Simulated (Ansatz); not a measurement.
# AlN: the cost of one run

All numbers below are computed with Ansatz 0.2.0 (DFT PBEsol, scalar-relativistic, plane waves, PAW).

3 further runs of the same task are left out: 3 set aside as unsound or not needed.

## 1. The structure to begin with

The cell holds 18 atoms (Al9N9): a = 5.999 Å, b = 5.468 Å, c = 6.003 Å, α = 86.33°, β = 94.83°, γ = 90.56°.

It is the last frame of an earlier stage of the same melt, run at 3800 K.

Coordinates:

```
Al N
1.0
     5.99403   -0.02395   -0.25246
    -0.02395    5.46490    0.18296
    -0.25246    0.18296    5.99512
Al N
9 9
Direct
  0.93639 0.53572 0.41223
  0.72139 0.06432 0.56615
  0.60407 0.54685 0.76173
  0.82506 0.22997 0.03690
  0.24779 0.19069 0.77195
  0.58930 0.84972 0.21110
  0.35178 0.40980 0.19346
  0.25756 0.00278 0.39825
  0.05951 0.81129 0.97185
  0.00811 0.86812 0.46008
  0.59395 0.18833 0.28677
  0.78725 0.78654 0.99482
  0.85291 0.37606 0.64838
  0.35075 0.72132 0.12707
  0.27839 0.31393 0.49293
  0.15058 0.19012 0.03922
  0.57238 0.79143 0.50984
  0.53665 0.26865 0.86288
```

## 2. A single point on the frame at 3800 K

The electrons keep the Fermi-Dirac width of that temperature.

Input file input.yaml:

```yaml
crystal:
  lattice:
    - [5.994028, -0.023954, -0.252458]
    - [-0.023954, 5.464903, 0.182962]
    - [-0.252458, 0.182962, 5.995125]
  atoms:
    - { symbol: Al, position: [0.9363905766, 0.5357159387, 0.412230328] }
    - { symbol: Al, position: [0.7213888934, 0.0643226315, 0.5661477408] }
    - { symbol: Al, position: [0.6040721236, 0.5468524544, 0.7617284579] }
    - { symbol: Al, position: [0.8250604989, 0.2299665548, 0.0369020226] }
    - { symbol: Al, position: [0.2477924808, 0.1906895939, 0.7719488487] }
    - { symbol: Al, position: [0.5893047531, 0.8497223666, 0.2110976688] }
    - { symbol: Al, position: [0.3517818175, 0.4098048235, 0.1934562241] }
    - { symbol: Al, position: [0.2575610258, 0.0027827915, 0.398252531] }
    - { symbol: Al, position: [0.0595140266, 0.8112945199, 0.9718535839] }
    - { symbol: "N", position: [0.0081131189, 0.8681205674, 0.4600782846] }
    - { symbol: "N", position: [0.5939534454, 0.1883251524, 0.2867672757] }
    - { symbol: "N", position: [0.7872498257, 0.7865359353, 0.99481673] }
    - { symbol: "N", position: [0.8529106158, 0.3760601629, 0.6483791798] }
    - { symbol: "N", position: [0.3507495273, 0.7213161277, 0.1270713982] }
    - { symbol: "N", position: [0.27839217, 0.3139294593, 0.4929316969] }
    - { symbol: "N", position: [0.1505787124, 0.1901237928, 0.0392241014] }
    - { symbol: "N", position: [0.572383628, 0.7914256492, 0.5098443955] }
    - { symbol: "N", position: [0.5366478736, 0.2686526607, 0.8628754974] }
basis:
  ecutwfc: 420
kpoints:
  mp_grid: { grid: [3, 4, 3] }
hamiltonian:
  xc: pbesol
scf:
  occupations: { method: fermi_dirac, width: 0.3275 }
output:
  forces: true
  stress: true
  eigenvalues: true
  populations: true
  write_density: true
  write_potential: true
  elf: true
  volumetric_format: npy
```

Run with:

```console
ansatz run input.yaml --threads 2 --pin off --max-ram 5120MiB --backend cpu --events-out ev --progress --plain --runs-dir out
```

**Question.** How long does this run take on 2 threads of Arm Neoverse V1, shared host, and how much memory does it need?

About 16 s, with a peak of 0.54 GiB.
